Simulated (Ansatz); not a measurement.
# AlN: the cost of one run

Method: DFT PBE, scalar-relativistic, plane waves, PAW, in Ansatz 0.2.0.

### Step 1. The structure to begin with

Symmetry: Fm-3m, No. 225, cubic system. Conventional cell: a = 4.069 Å, b = 4.069 Å, c = 4.069 Å, α = 90.00°, β = 90.00°, γ = 90.00°. Al (site symmetry m-3m) is surrounded by 6 N at 2.03 Å. Around N (site symmetry m-3m) lie 6 Al at 2.03 Å.

Structure file:

```cif
data_structure
_symmetry_space_group_name_H-M 'Fm-3m'
_symmetry_Int_Tables_number 225
_cell_length_a 4.0690
_cell_length_b 4.0690
_cell_length_c 4.0690
_cell_angle_alpha 90.000
_cell_angle_beta 90.000
_cell_angle_gamma 90.000
_cell_volume 67.37
loop_
_atom_site_label
_atom_site_type_symbol
_atom_site_symmetry_multiplicity
_atom_site_Wyckoff_symbol
_atom_site_fract_x
_atom_site_fract_y
_atom_site_fract_z
_atom_site_occupancy
Al1 Al 4 b 0.50000 0.00000 0.00000 1
N1 N 4 a 0.00000 0.00000 0.00000 1
```

The structure comes from the Materials Project (structure only).

### Step 2. A distortion of lower symmetry

What differs from the listed cell: strain xx, yy, zz, yz, xz, xy = -2.8, -2.8, -4.3, +0.0, +0.0, -0.6 %; atoms moved by 0.06 Å root mean square, at most 0.06 Å.

input.yaml

```yaml
crystal:
  lattice:
    - [-0.0121460725, 1.9779787448, 1.9474609748]
    - [1.9779787448, -0.0121460725, 1.9474609748]
    - [1.9658326723, 1.9658326723, 0.0]
  atoms:
    - { symbol: Al, position: [0.5147455073, 0.5147455073, 0.4852544927] }
    - { symbol: "N", position: [-0.0147455073, -0.0147455073, 0.0147455073] }
basis:
  ecutwfc: 420
kpoints:
  mp_grid: { grid: [10, 10, 10] }
hamiltonian:
  xc: pbe
scf:
  occupations: { method: gaussian, width: 0.02 }
output:
  forces: true
  stress: true
  eigenvalues: true
```

Run with:

```console
ansatz run input.yaml --threads 1 --pin off --max-ram 1331MiB --backend cpu --events-out ev --progress --plain --runs-dir out
```

Q: Estimate wall time and peak memory on 1 thread of an x86-64 CPU, shared host.

About 5.2 s, with a peak of 0.31 GiB.
